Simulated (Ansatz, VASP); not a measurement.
**CuI (Marshite): VASP beside Ansatz**

Aim: how closely do two programs agree when they are given the same cell, functional and k mesh? The cell is taken from a series of VASP runs on this material, whose earlier steps may have relaxed, scaled or displaced it; both programs get it as it stands.

Calculated with Ansatz 0.2.0; plane waves, with VASP 6.6.1 beside it; relaxation of cell and atoms at LDA, DFT+U.

## 1. Starting point

Symmetry: F-43m, No. 216, cubic system. The conventional cell has a = 5.876 Å, b = 5.876 Å, c = 5.876 Å, α = 90.00°, β = 90.00°, γ = 90.00°. Nearest to I lie 4 Cu at 2.54 Å. Nearest to Cu lie 4 I at 2.54 Å. Farther neighbours and most contacts between anions are not listed.

## 2. Ansatz: relaxation of cell and atoms, LDA, DFT+U

Ansatz runs on its default PAW (the set named soft_2) files.

The relaxed volume is the usual yardstick between codes: its relative difference is about their pressure difference at one cell divided by the bulk modulus.

File input.yaml:

```yaml
crystal:
  lattice:
    - [0.0, 2.9381601582, 2.9381601582]
    - [2.9381601582, 0.0, 2.9381601582]
    - [2.9381601582, 2.9381601582, 0.0]
  atoms:
    - { symbol: I, position: [0.0, 0.0, 0.0] }
    - { symbol: Cu, position: [0.75, 0.75, 0.75] }
hamiltonian:
  xc: lda
  pseudopotentials: { kind: paw }
  hubbard: { sites: [{ species: Cu, l: d, u_eff: 7.0 }] }
kpoints:
  mp_grid: { grid: [6, 6, 6] }
scf:
  occupations: { method: gaussian, width: 0.03 }
relax:
  f_tol: 0.01
  max_steps: 60
  cell: { stress_tol: 0.05 }
output:
  forces: true
  stress: true
  write_density: true
  write_potential: true
  elf: true
  volumetric_format: npy
```

Run with:

```bash
$ ansatz run input.yaml --threads 4 --pin off --max-ram 9216MiB --backend cpu --events-out ev --progress --plain --runs-dir out
```

Numbers of over 12 decimals in the logs are rounded to 6 here.

What it wrote:

```text
I: projections on atomic orbitals take those of the free atom [Kr] 4d10 5s2 5p5, of charge +0.00 (hamiltonian.pseudopotentials.projection_atoms); the dataset's partial waves leave at most 9.4e-6 of an orbital's norm unspanned inside its sphere
Cu: projections on atomic orbitals take those of the free atom [Ne] 3s2 3p6 3d10 4s1, of charge +0.00 (hamiltonian.pseudopotentials.projection_atoms); the dataset's partial waves leave at most 2.0e-6 of an orbital's norm unspanned inside its sphere
Engine: ansatz 0.2.0, aarch64-unknown-linux-gnu
Pseudopotentials: kind: paw
Pseudopotential: I, paw, valence charge 17, recommended cutoff 420 eV (normal), I.paw.azcp
Pseudopotential: Cu, paw, valence charge 19, recommended cutoff 420 eV (normal), Cu.paw.azcp
Functional definition: SPW92
  exchange = slater_x
  correlation = pw_c
Crystal: 2 atoms, lattice volume = 50.729 Å³
Basis set: ecut = 420 eV, 965 PW (Γ)
Bands: 22, of which v1, the nominal top of the filled ones, is band 18 counted from 1 (17 counted from 0)
Symmetry: 24 space group operations
Space group: F-43m (ITA 216), of the structure as read, at distance tolerance 3.7e-5 Å
k-points: 16 of 216 (time reversal used)
Non-local potential: I, projectors of the file, l = 0: 2, l = 1: 2, l = 2: 2, l = 3: 2
Non-local potential: Cu, projectors of the file, l = 0: 3, l = 1: 2, l = 2: 3, l = 3: 1
PAW form: soft (Blöchl's): semilocal exchange-correlation on the pseudo side does not see the compensation charge
PAW frozen core: I, regenerated for the run's functional, and the local potential with it (the file was generated under x = pbe(κ = 0.804, μ = 0.219515), c = pbe(β = 0.066725))
PAW frozen core: Cu, regenerated for the run's functional, and the local potential with it (the file was generated under x = pbe(κ = 0.804, μ = 0.219515), c = pbe(β = 0.066725))
PAW one-centre angular grid: I, 590 points (default); XC on 64 Gauss nodes
PAW one-centre angular grid: Cu, 590 points (default); XC on 64 Gauss nodes
Initial density: superposition of atomic densities (chi_scale 0.1, normalization cell, long waves kept (reshape's long-wave potential 0.00 eV rms))
Initial wavefunctions: pseudopotential atomic-orbital guess
Functional: x = slater, c = lda
SCF iter   1: F=—  HF=-13912.509534 eV  |F-HF|=—  |Δ(HF+E_count)|=         —  Δρ=7.02e-2  dr2=2.98e0  ethr=3.10e-3  ⟨swp⟩=6.0  Hψ=1656  notcnv=0
preconditioner: auto → none  [insulator: Δε(μ)=1.951 eV  Ē_g=12.329 eV  σ=0.030 eV  W_gap=1.00  n_scr=14 (ndim 8)  ℏωp=22.1 eV  f_vac=0.110  D(μ)=0.00/eV (n_scr^D=0)  ε∞_Penn≈4.2]
SCF iter   2: F=—  HF=-13912.112005 eV  |F-HF|=—  |Δ(HF+E_count)|=   3.98e-1  Δρ=8.52e-2  dr2=2.15e0  ethr=3.10e-3  ⟨swp⟩=4.0  Hψ=949  notcnv=0
SCF iter   3: F=—  HF=-13911.542472 eV  |F-HF|=—  |Δ(HF+E_count)|=   5.70e-1  Δρ=1.16e-2  dr2=7.81e-2  ethr=3.10e-3  ⟨swp⟩=3.0  Hψ=866  notcnv=0
SCF iter   4: F=—  HF=-13911.531053 eV  |F-HF|=—  |Δ(HF+E_count)|=   1.14e-2  Δρ=4.80e-3  dr2=5.20e-3  ethr=2.17e-4  ⟨swp⟩=3.0  Hψ=673  notcnv=0
SCF iter   5: F=—  HF=-13911.539599 eV  |F-HF|=—  |Δ(HF+E_count)|=   8.55e-3  Δρ=2.61e-3  dr2=1.99e-3  ethr=1.44e-5  ⟨swp⟩=2.0  Hψ=560  notcnv=0
SCF iter   6: F=—  HF=-13911.539594 eV  |F-HF|=—  |Δ(HF+E_count)|=   4.67e-6  Δρ=1.21e-4  dr2=4.13e-6  ethr=5.54e-6  ⟨swp⟩=2.0  Hψ=538  notcnv=0
SCF iter   7: F=—  HF=-13911.539603 eV  |F-HF|=—  |Δ(HF+E_count)|=   8.28e-6  Δρ=7.83e-6  dr2=2.07e-8  ethr=2.78e-10  ⟨swp⟩=7.2  Hψ=2572  notcnv=0
SCF iter   8: F=-13911.539603 eV  HF=-13911.539603 eV  |F-HF|=3.37e-9  |Δ(HF+E_count)|=   7.83e-9  Δρ=3.92e-6  dr2=4.81e-9  ethr=5.76e-11  ⟨swp⟩=5.9  Hψ=2131  notcnv=0
SCF 1 converged in 8 iterations: F = -13911.539603 eV  dr2 = 4.81e-9
  greatest PAW one-centre occupation: 1.000 electrons in one spin orbital (limit 2), on the Cu atom at site 1 (counted from 0), in its partial waves of l = 1
relax step   1: F+E_penalty+E_count = -13911.53960267 eV  Δ(F+E_penalty+E_count) = +0.000e0 eV  max|allowed force component| = 5.782e-17 eV/Å  Δτ_max = 0.0000 Å  P = +0.955 GPa  Ω = 50.729 Å³  (8 SCF iters, dr2 threshold 1.00e-7 eV, accepted)
[...]
relax step   2: F+E_penalty+E_count = -13911.54194937 eV  Δ(F+E_penalty+E_count) = -2.347e-3 eV  max|allowed force component| = 2.718e-17 eV/Å  Δτ_max = 0.0000 Å  P = +0.061 GPa  Ω = 51.569 Å³  energy of the carried Pulay correction = -2.811e-4 eV  (5 SCF iters, dr2 threshold 2.00e-7 eV, accepted)
[...]
relax step   3: F+E_penalty+E_count = -13911.54194194 eV  Δ(F+E_penalty+E_count) = +7.428e-6 eV  max|allowed force component| = 2.313e-17 eV/Å  Δτ_max = 0.0000 Å  P = +0.003 GPa  Ω = 51.628 Å³  energy of the carried Pulay correction = -3.005e-4 eV  (4 SCF iters, dr2 threshold 9.28e-9 eV, accepted)
[...]
relax step   4: F+E_penalty+E_count = -13911.54223533 eV  Δ(F+E_penalty+E_count) = -2.934e-4 eV  max|allowed force component| = 1.619e-17 eV/Å  Δτ_max = 0.0000 Å  P = +0.001 GPa  Ω = 51.628 Å³  stress off target by 1.41e-3 GPa  SCF on the basis re-selected at this cell (its energy is not comparable with the rows above)  (5 SCF iters)
basis re-selected at this cell: Δ(F+E_penalty+E_count) = -2.934e-4 eV, ΔP = -0.002 GPa vs the last step (what re-selecting the basis moved, of the pressure what is left beyond the Pulay correction that the steps carried, after the strain that the cell walked since its last selection, with what the two solves' SCF thresholds leave and, on support functions, any second-order correction that the steps lacked; it is no m [...]
SCF converged after 5 iterations
Free energy (F): -13911.542235 eV
Harris-Foulkes:  -13911.542235 eV  (|F-HF|=3.64e-12)
Internal energy: -13911.542235 eV  (E = F + TS)
E sigma→0 (E₀):  -13911.542235 eV
Fermi energy:    9.070771 eV
--- Per-component energies (eV) ---
  E_band       = -870.702228
  E_kinetic    = 493.134820
  E_local      = -7461.244740  (includes V_loc(G=0)·N_el)
  E_nonlocal   = 325.407059
  E_hartree    = 3473.812398
  E_xc         = -214.946479
  E_vxc        = -242.372259  (∫ρ·V_xc dr)
  E_hubbard    = 0.193616  (on-site DFT+U / exact-exchange correction)
  E_vhub       = -34.418046  (the Hubbard potential's part of the band-sum identity)
  E_paw        = -6268.040155  (= ΣΔE_a)
  E_vpaw       = -898.834247  (= ΣTr[D̂ρ^β])
  E_aug_tail   = 0.000309  (compensation charges beyond the density's cutoff)
  E_ewald      = -4261.089939
  E_core_change = 1.230875  (= ΣΔE_core)
  E_smearing   = -0.000000  (= −TS)
  E_closure    = -0.000000  (closes the sum)
  Σ components = -13911.542235   (vs F -13911.542235, Δ=0.00e0)
--- Forces (eV/Å), atoms counted from 1 ---
  atom   1  I      0.00000000     0.00000000     0.00000000
  atom   2  Cu     0.00000000     0.00000000    -0.00000000
  max |Σ_I F_I| component: 3.24e-17 eV/Å
--- Stress (GPa, compression-positive) ---
        0.001407      -0.000000       0.000000
       -0.000000       0.001407       0.000000
        0.000000       0.000000       0.001407
  P = ⅓ Tr σ = 0.0014 GPa (0.014 kbar)
--- Band table (eV; the first three rows and the last of 16) ---
  k-point 0: bands = [... 14 lower, 3.6543, 8.0199, 8.0199, 8.0199, 10.1211, 13.7632, 13.7632, 13.7632]
  k-point 1: bands = [... 14 lower, 3.6450, 6.5589, 7.7566, 7.7566, 11.0856, 13.7866, 14.1444, 14.1444]
  k-point 2: bands = [... 14 lower, 3.6609, 4.7470, 7.2883, 7.2883, 11.1688, 14.4066, 14.4066, 15.4909]
  k-point 15: bands = [... 14 lower, 4.0048, 4.1156, 5.2475, 5.5859, 12.6514, 12.9321, 16.1489, 16.2035]
Occupation matrices written to <dir>
--- Relaxed structure (3 steps of the walk, 3 accepted, 1 SCFs on fresh bases) ---
  F+E_penalty+E_count = -13911.54223533 eV   max|allowed force component| = 1.619e-17 eV/Å   (the final SCF, on the basis selected at the relaxed cell)
  cell:  # Å, volume = 51.6275 Å³
    - [0, 2.955406, 2.955406]
    - [2.955406, 0, 2.955406]
    - [2.955406, 2.955406, 0]
  atoms:
    - { symbol: I, position: [0, 0, 0] }
    - { symbol: Cu, position: [0.75, 0.75, 0.75] }
```

It took 2.4 s on 4 threads of Arm Neoverse V2, shared host; peak memory 0.36 GiB; 7.8 s of CPU time.

## 3. VASP: relaxation of cell and atoms, LDA, DFT+U

The same cell, functional (in two slightly different forms), mesh and smearing now go to VASP, with its own data sets and cutoff.

Lines of VASP's logs that name or quote its potential files are left out, and so is its time.

File INCAR:

```
SYSTEM = CuI
PREC = Accurate
ENCUT = 450
EDIFF = 1E-06
NELM = 100
ISMEAR = 0
SIGMA = 0.03
LREAL = .FALSE.
ALGO = Normal
GGA = CA
NBANDS = 15
LDAU = .TRUE.
LDAUTYPE = 2
LDAUL = -1 2
LDAUU = 0 7
LDAUJ = 0 0
LDAUPRINT = 1
LASPH = .TRUE.
LMAXMIX = 4
LORBIT = 11
LWAVE = .FALSE.
LCHARG = .FALSE.
KPAR = 2
IBRION = 2
NSW = 50
ISIF = 3
EDIFFG = -0.01
```

File POSCAR:

```
CuI
1.0
    0.0000000000      2.9381601582      2.9381601582
    2.9381601582      0.0000000000      2.9381601582
    2.9381601582      2.9381601582      0.0000000000
I Cu
1 1
Direct
    0.0000000000      0.0000000000      0.0000000000
    0.7500000000      0.7500000000      0.7500000000
```

File KPOINTS:

```
Automatic mesh
0
Gamma
6 6 6
0 0 0
```

Potentials, in the order of the species: I and Cu (LDA family, release 64).

Run with:

```bash
$ mpirun -np 2 vasp_std
```

What it wrote:

```text
[banner, memory and clock lines left out]
running    2 mpi-ranks, on    1 nodes
 distrk:  each k-point on    1 cores,    2 groups
 distr:  one band on    1 cores,    1 groups

 POSCAR found type information on POSCAR I Cu
 POSCAR found :  2 types and       2 ions
 LDA part: xc-table for (Slater(with rela. corr.)+CA(PZ))
 , standard interpolation
 POSCAR, INCAR and KPOINTS ok, starting setup
 FFT: planning ... GRIDC
 FFT: planning ... GRID_SOFT
 FFT: planning ... GRID
 WAVECAR not read
 entering main loop
       N       E                     dE             d eps       ncg     rms          rms(c)
DAV:   1     0.952488624947E+02    0.95249E+02   -0.71066E+03   480   0.120E+03
DAV:   2     0.110503375603E+01   -0.94144E+02   -0.88610E+02   501   0.237E+02
DAV:   3    -0.509893244786E+01   -0.62040E+01   -0.61592E+01   642   0.684E+01
DAV:   4    -0.524517612672E+01   -0.14624E+00   -0.14621E+00   586   0.104E+01
DAV:   5    -0.525175336458E+01   -0.65772E-02   -0.65772E-02   703   0.232E+00    0.453E+00
DAV:   6    -0.521219269572E+01    0.39561E-01   -0.11688E-01   627   0.121E+01    0.257E+00
DAV:   7    -0.519936409756E+01    0.12829E-01   -0.59467E-02   620   0.869E+00    0.121E+00
DAV:   8    -0.519495423682E+01    0.44099E-02   -0.20966E-02   634   0.454E+00    0.184E-01
DAV:   9    -0.519509106671E+01   -0.13683E-03   -0.17552E-03   613   0.298E-01    0.122E-01
DAV:  10    -0.519508703410E+01    0.40326E-05   -0.77672E-05   586   0.907E-02    0.359E-02
DAV:  11    -0.519509117895E+01   -0.41448E-05   -0.61940E-06   760   0.388E-02    0.106E-02
DAV:  12    -0.519509113850E+01    0.40450E-07   -0.24311E-06   473   0.250E-02
   1 F= -.51950911E+01 E0= -.51950911E+01  d E =-.519509E+01
 curvature:   0.00 expect dE= 0.000E+00 dE for cont linesearch  0.000E+00
 trial: gam= 0.00000 g(F)=  0.399E-47 g(S)=  0.270E-04 ort = 0.000E+00 (trialstep = 0.100E+01)
 search vector abs. value=  0.270E-04
 reached required accuracy - stopping structural energy minimisation
```

[end of part 1 of 2]

[Lines on the potential files, build, host, timing and source positions are cut from VASP's logs without a mark.]

[Logs are printed without paths, hosts, clocks, repeated set-up lines and the standing remarks that a program may print on its own settings, such as how far it seeks lower states.]

[Hosts, paths, dates, database ids (printed as entryN), source tags and the programs' standing remarks are cut or masked in the printed files.]
